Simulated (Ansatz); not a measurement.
The system is TiB2.

```xyz
3
Lattice="3.0292 0.0000 0.0000 -1.5146 2.6234 0.0000 0.0000 0.0000 3.2284" Properties=species:S:1:pos:R:3 pbc="T T T"
Ti    0.0000    0.0000    0.0000
B     1.5146    0.8745    1.6142
B     0.0000    1.7489    1.6142
```

Base run:

```yaml
Program: Ansatz 0.2.0
Functional: HSE06
Potentials_or_basis: Ansatz PAW
Cutoff: "420 eV (not typed: the program's choice for these potentials)"
k_mesh: 8 × 8 × 6
Occupations: fermi-dirac, width 0.05 eV
Spin: no spin polarisation
```

Its results: band gap on the k mesh none (metal or under the smearing width); pressure -4.8 GPa.

The run is repeated on the same cell with these changes: functional from HSE06 to PBE0. What comes out?

Band gap on the k mesh none (metal or under the smearing width); pressure -5.3 GPa.

Caveats: the PAW data sets come from PBE, with cores solved anew for the run's functional, which leaves a small shift of forces and pressure; the thresholds are loose for stress.
